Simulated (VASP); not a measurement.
# MgS (P1) in VASP: band structure with BLYP+D3(BJ)

Aim: the band structure of MgS with BLYP+D3(BJ).

Everything below comes from runs of VASP 6.6.1. Logs are shortened: lines on timing, memory, paths and dates and some standing lists are left out, and cuts for length are marked.

## 1. The cell of the first run

The typed cell holds 2 atoms: a = 3.963 Å, b = 3.963 Å, c = 3.963 Å, α = 60.00°, β = 60.00°, γ = 60.00°.

## 2. Band structure, BLYP+D3(BJ) (volume scaled by 1.25)

run.py reads:

```python
from ase import Atoms
from ase.calculators.vasp import Vasp
from ase.dft.bandgap import bandgap

atoms = Atoms(
    ['Mg', 'S'],
    cell=[[0.0, 2.8025425057, 2.8025425057], [2.8025425057, 0.0, 2.8025425057], [2.8025425057, 2.8025425057, 0.0]],
    scaled_positions=[[0.99750209, 0.99680284, 0.00310241], [0.50249791, 0.50319716, 0.49689759]],
    pbc=True,
)
calc = Vasp(
    directory='calc',
    xc='blyp',
    pp='PBE',
    setups='recommended',
    prec='Accurate',
    encut=300,
    ediff=1e-08,
    ismear=-1,
    sigma=0.02,
    lreal=False,
    lasph=True,
    nelm=80,
    algo='Normal',
    isif=2,
    lwave=False,
    lcharg=True,
    ivdw=12,
    vdw_s6=1.0,
    vdw_s8=2.6996,
    vdw_a1=0.4298,
    vdw_a2=4.2359,
    isym=1,
    kpts=[9, 9, 9],
    gamma=True,
)
atoms.calc = calc

print('energy (eV):', atoms.get_potential_energy())
print('free energy (eV):', atoms.get_potential_energy(force_consistent=True))
efermi = calc.get_fermi_level()
print('Fermi level (eV):', efermi)
path = atoms.cell.bandpath(npoints=40, eps=1e-4)
print('path:', path.path)
calc.set(kpts=path.kpts, reciprocal=True, icharg=11, isym=0, lcharg=False)
calc.calculate(atoms)
print('gap on the path (eV):', bandgap(calc, efermi=efermi)[0])
print('direct gap on the path (eV):', bandgap(calc, efermi=efermi, direct=True)[0])
```

Potentials or basis: VASP PAW PBE potentials, release 64 (Mg, S).

Launch:

```sh
$ python run.py
```

Output:

```text
energy (eV): -8.5242452
free energy (eV): -8.5242452
Fermi level (eV): 2.79828743
path: GXWKGLUWLK,UX
gap on the path (eV): 2.2704999999999997
direct gap on the path (eV): 2.3156000000000003
```

OUTCAR:

```text
ENCUT = 300.000000
   EDIFF = 1.00e-08
   GGA = B5
   PREC = Accurate
   ICHARG = 11
   ISIF = 2
   ISMEAR = -1
   ISYM = 0
   NELM = 80
   IVDW = 12
   LASPH = .TRUE.
   LREAL = .FALSE.
 IVDW          = 12

 ion  position               nearest neighbor table
   1  0.998  0.997  0.003-   2 2.77   2 2.80   2 2.80   2 2.80   2 2.81   2 2.83
   2  0.502  0.503  0.497-   1 2.77   1 2.80   1 2.80   1 2.80   1 2.81   1 2.83

IMPORTANT INFORMATION: All symmetrisations will be switched off!
NOSYMM: (Re-)initialisation of all symmetry stuff for point group C_1.

----------------------------------------------------------------------------------------

                                     Primitive cell

  volume of cell :      44.0237

  direct lattice vectors                    reciprocal lattice vectors
     0.000000000  2.802542506  2.802542506    -0.178409426  0.178409426  0.178409426
     2.802542506  0.000000000  2.802542506     0.178409426 -0.178409426  0.178409426
     2.802542506  2.802542506  0.000000000     0.178409426  0.178409426 -0.178409426

  length of vectors
     3.963393621  3.963393621  3.963393621     0.309014191  0.309014191  0.309014191

  position of ions in fractional coordinates (direct lattice)
     0.997502090  0.996802840  0.003102410
     0.502497910  0.503197160  0.496897590

  ion indices of the primitive-cell ions
   primitive index   ion index
                 1           1
                 2           2

----------------------------------------------------------------------------------------

 KPOINTS: KPOINTS created by Atomic Simulation Env

Read explicit list of k-points.

 Found     40 k-points:

 Following reciprocal coordinates:
            Coordinates               Weight
  0.000000  0.000000  0.000000      0.025000
  0.100000  0.000000  0.100000      0.025000
  0.200000  0.000000  0.200000      0.025000
  0.300000  0.000000  0.300000      0.025000
  0.400000  0.000000  0.400000      0.025000
  0.500000  0.000000  0.500000      0.025000
[... 16 lines left out ...]
  0.593750  0.312500  0.593750      0.025000
  0.625000  0.250000  0.625000      0.025000
 [... further k-points ...]
   k-points           NKPTS =     40   k-points in BZ     NKDIM =     40   number of bands    NBANDS=      8
   number of dos      NEDOS =    301   number of ions     NIONS =      2
   total plane-waves  NPLWV =  13824
   dimension x,y,z NGX =    24 NGY =   24 NGZ =   24
   dimension x,y,z NGXF=    48 NGYF=   48 NGZF=   48
   ions per type =               1   1
   NGX,Y,Z   is equivalent  to a cutoff of  10.07, 10.07, 10.07 a.u.
   NGXF,Y,Z  is equivalent  to a cutoff of  20.13, 20.13, 20.13 a.u.
 SYSTEM =  unknown system
   PREC   = accura    normal or accurate (medium, high low for compatibility)
   ISTART =      0    job   : 0-new  1-cont  2-samecut
   ICHARG =     11    charge: 1-file 2-atom 10-const
   ISPIN  =      1    spin polarized calculation?
   LNONCOLLINEAR =      F non collinear calculations
   LSORBIT =      F    spin-orbit coupling
   LASPH  =      T    aspherical Exc in radial PAW
   ENCUT  =  300.0 eV  22.05 Ry    4.70 a.u.   5.60  5.60  5.60*2*pi/ulx,y,z
   NELM   =     80;   NELMIN=  2; NELMDL=  0     # of ELM steps
   EDIFF  = 0.1E-07   stopping-criterion for ELM
   LREAL  =      F    real-space projection
   EDIFFG = 0.1E-06   stopping-criterion for IOM
   NSW    =      0    number of steps for IOM
   IBRION =     -1    ionic relax: 0-MD 1-quasi-New 2-CG
   NFREE  =      0    steps in history (QN), initial steepest desc. (CG)
   ISIF   =      2    stress and relaxation
   ISYM   =      0    0-nonsym 1-usesym 2-fastsym
   POTIM  = 0.5000    time-step for ionic-motion
   TEBEG  =    0.0;   TEEND  =   0.0 temperature during run
   PSTRESS=    0.0 pullay stress
   NELECT =       8.0000    total number of electrons
   NUPDOWN=      -1.0000    fix difference up-down
   EMIN   =  10.00;   EMAX   =-10.00  energy-range for DOS
   EFERMI =   0.00;   METHOD = LEGACY
   ISMEAR =    -1;   SIGMA  =   0.02  broadening in eV -4-tet -1-fermi 0-gaus
   EFERMI_NEDOS =   21; number of points for ismear=-14 and -15
   IALGO  =     38    algorithm
   IMIX   =      4    mixing-type and parameters
     AMIX     =   0.40;   BMIX     =  1.00
     AMIX_MAG =   1.60;   BMIX_MAG =  1.00
  volume/ion in A,a.u.               =      22.01       148.54
  Fermi-wavevector in a.u.,A,eV,Ry     =   0.927277  1.752299 11.698858  0.859842
  Thomas-Fermi vector in A             =   2.053329
   LORBIT       =      0    0 simple, 1 ext, 2 COOP (PROOUT), +10 PAW based schemes
   GGA     = B5    functional components
   LHFCALC =     F    Hartree Fock is set to
   AEXX    =    0.0000 exact exchange contribution
   IVDW    =    12    specifies the selected vdW correction
   LEPSILON=     F    determine dielectric tensor
   LRPA    =     F    only Hartree local field effects (RPA)
 non-spin polarized calculation
  energy-cutoff  :      300.00
  volume of cell :       44.02
 maximum number of plane-waves:       534
 NGX is ok and might be reduce to    24

 number of electron       7.9999999 magnetization

 Free energy of the ion-electron system (eV)
  ---------------------------------------------------
  ext. energy  EPLUGINS =         0.00000000
  ---------------------------------------------------
  free energy    TOTEN  =        -6.76150111 eV

  energy without entropy =       -6.76150111  energy(sigma->0) =       -6.76150111

 E-fermi :   2.8020     XC(G=0):  -8.2562

 val. band max:        2.3402387097   @ k =   0.0000   0.0000   0.0000
 cond. band min:       4.6106567419   @ k =   0.5000   0.0000   0.5000
 fundamental gap:      2.2704180322
 Fermi energy:         2.8019661858

 k-point     1 :       0.0000    0.0000    0.0000
  band No.  band energies     occupation
      1      -9.2041      2.00000
      2       2.3387      2.00000
      3       2.3402      2.00000
      4       2.3402      2.00000
      5       4.6558      0.00000
      6      10.5122      0.00000
      7      10.5122      0.00000
      8      10.5146      0.00000

 k-point     2 :       0.1000    0.0000    0.1000
  band No.  band energies     occupation
      1      -9.1185      2.00000
      2       1.6949      2.00000
      3       2.1949      2.00000
      4       2.1964      2.00000
      5       5.4362      0.00000
      6       9.9826      0.00000
      7      10.7649      0.00000
      8      10.7757      0.00000

 k-point     3 :       0.2000    0.0000    0.2000
  band No.  band energies     occupation
      1      -8.8847      2.00000
      2       0.7154      2.00000
      3       1.8544      2.00000
      4       1.8558      2.00000
      5       6.4525      0.00000
      6       9.0486      0.00000
      7       9.3663      0.00000
      8      11.4221      0.00000

 k-point     4 :       0.3000    0.0000    0.3000
  band No.  band energies     occupation
      1      -8.5737      2.00000
      2      -0.0659      2.00000
      3       1.4882      2.00000
      4       1.4896      2.00000
      5       5.9354      0.00000
      6       8.2561      0.00000
      7      10.0168      0.00000
      8      12.2764      0.00000

 k-point     5 :       0.4000    0.0000    0.4000
  band No.  band energies     occupation
      1      -8.3007      2.00000
      2      -0.5463      2.00000
      3       1.2246      2.00000
      4       1.2258      2.00000
      5       4.9860      0.00000
      6       7.7527      0.00000
      7      11.6032      0.00000
      8      13.1614      0.00000
[... 177 lines left out ...]
 k-point    22 :       0.5625    0.3750    0.5625
  band No.  band energies     occupation
      1      -8.3167      2.00000
      2      -1.0249      2.00000
      3       1.0019      2.00000
      4       1.7390      2.00000
      5       7.1033      0.00000
      6       8.3220      0.00000
      7       9.7482      0.00000
      8      10.9100      0.00000

 k-point    23 :       0.5938    0.3125    0.5938
  band No.  band energies     occupation
      1      -8.2393      2.00000
      2      -0.6312      2.00000
      3       0.3067      2.00000
      4       1.5446      2.00000
      5       6.3748      0.00000
      6       9.0846      0.00000
      7      10.4650      0.00000
      8      10.8601      0.00000

 k-point    24 :       0.6250    0.2500    0.6250
  band No.  band energies     occupation
      1      -8.1929      2.00000
      2      -0.3132      2.00000
      3      -0.0335      2.00000
      4       1.3890      2.00000
      5       5.8344      0.00000
      6       8.9503      0.00000
      7      11.1218      0.00000
      8      11.4161      0.00000

 [... further k-points ...]

------------------------ aborting loop because EDIFF is reached ----------------------------------------

 Edisp (eV)   -1.24490

 E8    (eV) :    -0.8827

  FORCE on cell =-STRESS in cart. coord.  units (eV):
  Direction    XX          YY          ZZ          XY          YZ          ZX
  --------------------------------------------------------------------------------------
  -------------------------------------------------------------------------------------
  Total      -2.05673    -2.69453    -1.44624    -0.58396    -0.38455    -0.60586
  in kB     -74.85166   -98.06342   -52.63360   -21.25221   -13.99511   -22.04949
  external pressure =      -75.18 kB  Pullay stress =        0.00 kB

 VOLUME and BASIS-vectors are now :
 -----------------------------------------------------------------------------
  energy-cutoff  :      300.00
  volume of cell :       44.02
      direct lattice vectors                 reciprocal lattice vectors
     0.000000000  2.802542506  2.802542506    -0.178409426  0.178409426  0.178409426
     2.802542506  0.000000000  2.802542506     0.178409426 -0.178409426  0.178409426
     2.802542506  2.802542506  0.000000000     0.178409426  0.178409426 -0.178409426

 POSITION                                       TOTAL-FORCE (eV/Angst)
 -----------------------------------------------------------------------------------
      2.80228      2.80424      5.58912        -0.003106     -0.000603     -0.013352
      2.80281      2.80085      2.81850         0.003106      0.000603      0.013352
 -----------------------------------------------------------------------------------
    total drift:                               -0.000300     -0.000689     -0.001422

  FREE ENERGIE OF THE ION-ELECTRON SYSTEM (eV)
  ---------------------------------------------------
  free  energy   TOTEN  =        -8.0064024144 eV

  energy  without entropy=       -8.0064024144  energy(sigma->0) =       -8.00640241
```

INCAR:

```text
AGGAC = 1.000000
AGGAX = 1.000000
ALDAC = 0.000000
ENCUT = 300.000000
SIGMA = 0.020000
VDW_S6 = 1.000000
VDW_S8 = 2.699600
VDW_A1 = 0.429800
VDW_A2 = 4.235900
ALDAX = 1.000000
EDIFF = 1.00e-08
ALGO = Normal
GGA = B5
PREC = Accurate
ICHARG = 11
ISIF = 2
ISMEAR = -1
ISYM = 0
NELM = 80
IVDW = 12
LASPH = .TRUE.
LCHARG = .FALSE.
LWAVE = .FALSE.
LREAL = .FALSE.
```

Wall time 80 s (1 thread of AMD EPYC 7R13 (Zen 3), shared host); peak memory 0.1 GiB.

These settings aren't checked as converged (typed here: ENCUT = 300; EDIFF = 1e-08; ISYM = 1): the numbers below hold their error.

What came out:

```yaml
Band_gap_along_the_path: 2.27 eV, indirect (least direct gap 2.32 eV)
Dispersion_energy_per_atom: -0.622 eV
```

Caveat: the cutoff is under 1.25 times the usual one of these potentials, so pressure, stress and relaxed cells hold a basis-set (Pulay) error; the log is that of the step along the path at fixed density, whose energy, stress, charges and moments have no meaning; the PAW data sets were made with another functional, which shifts forces and pressure a little.
